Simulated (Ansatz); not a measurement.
Runs of Ansatz 0.2.0 on CdSe (Cadmoselite). Symmetry: P6_3mc, No. 186, hexagonal system. Conventional cell: a = 4.300 Å, b = 4.300 Å, c = 7.020 Å, α = 90.00°, β = 90.00°, γ = 120.00°. Around Cd (site symmetry 3m) lie 4 Se at 2.61 to 2.70 Å. Se (site symmetry 3m) is surrounded by 4 Cd at 2.61 to 2.70 Å. 

```tsv
task	level	spin	cell	k mesh	smearing	points for each segment of the path	gap on the mesh (eV)	pressure (GPa)	relaxed volume (Å³/atom)	largest force (eV/Å)
relaxation of cell and atoms	PBEsol	off	relaxed	7 × 7 × 4	fermi-dirac 0.05 eV	-	0.54	0.0	28.12	-
band structure	PBEsol	off	as given	7 × 7 × 4	fermi-dirac 0.05 eV	14	0.58	0.2	-	0.26
electrostatic potential	PBE+D3(BJ)	off	as given	7 × 7 × 4	fermi-dirac 0.05 eV	-	0.70	(a)	-	0.28
single point	PBE	off	as given	7 × 7 × 4	gaussian 0.012 eV	-	0.70	3.0	-	0.28
single point	PBE	off	as given	7 × 7 × 4	gaussian 0.05 eV	-	0.70	3.0	-	0.28
band structure	LDA	SOC, no magnetisation	as given	5 × 5 × 3	fermi-dirac 0.05 eV	14	0.31	-1.8	-	0.26
relaxation of cell and atoms	RPBE	off	relaxed	7 × 7 × 4	fermi-dirac 0.05 eV	-	(b)	0.0	31.04	-
band structure	RPBE	off	as given	7 × 7 × 4	fermi-dirac 0.05 eV	14	0.88	5.0	-	0.29
```

Alike in all rows: potentials or basis Ansatz PAW; cutoff (eV) 420.

Problem. Fill in the values left out.

Solution. (a) 0.9; (b) 0.62.

Caveats: odd divisions of the mesh miss points on the zone boundary, where band edges often lie, so the gap on the mesh can be too wide (some runs); the PAW data sets come from PBE, with cores solved anew for the run's functional, which leaves a small shift of forces and pressure (some runs); the plane-wave basis is chosen anew once the cell has moved, so the energies of steps on either side of that aren't comparable (some runs); the volume moved by +10 % from the deposited cell, more than functionals usually miss (some runs).

A k mesh can miss the band edges, and rows without SOC leave out spin-orbit coupling on Cd, Se.
